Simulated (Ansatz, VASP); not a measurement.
One calculation of C, two programs

```
C
1.0
     3.56028    0.00000    0.00000
     0.00000   -3.56028    0.00000
     0.00000    0.00000   -3.56028
C
8
Direct
  0.50000 0.00000 0.00000
  0.00000 0.50000 0.00000
  0.00000 0.00000 0.50000
  0.50000 0.50000 0.50000
  0.75000 0.75000 0.75000
  0.25000 0.25000 0.75000
  0.25000 0.75000 0.25000
  0.75000 0.25000 0.25000
```

Alike in both runs: task single point; functional r2SCAN; k mesh 6 × 6 × 6; occupations gaussian, width 0.05 eV; no spin polarisation.

|  | VASP | Ansatz |
| --- | --- | --- |
| version | VASP 6.6.1 | Ansatz 0.2.0 |
| potentials or method | VASP PAW PBE potentials, release 64 (C) | scalar-relativistic, plane waves, PAW |
| plane-wave cutoff (eV) | 520 | 500 |
| valence electrons in the cell | 32 | 32 |

```csv
,VASP,Ansatz,Ansatz less VASP
gap on the k mesh at the Fermi level (eV),4.36,4.39,+0.030
least direct gap on the mesh (eV),5.01,5.03,+0.023
pressure (GPa),1.1,0.0,-1.11
```

Caveats: the PAW data sets were made with another functional, which shifts forces and pressure a little (VASP).
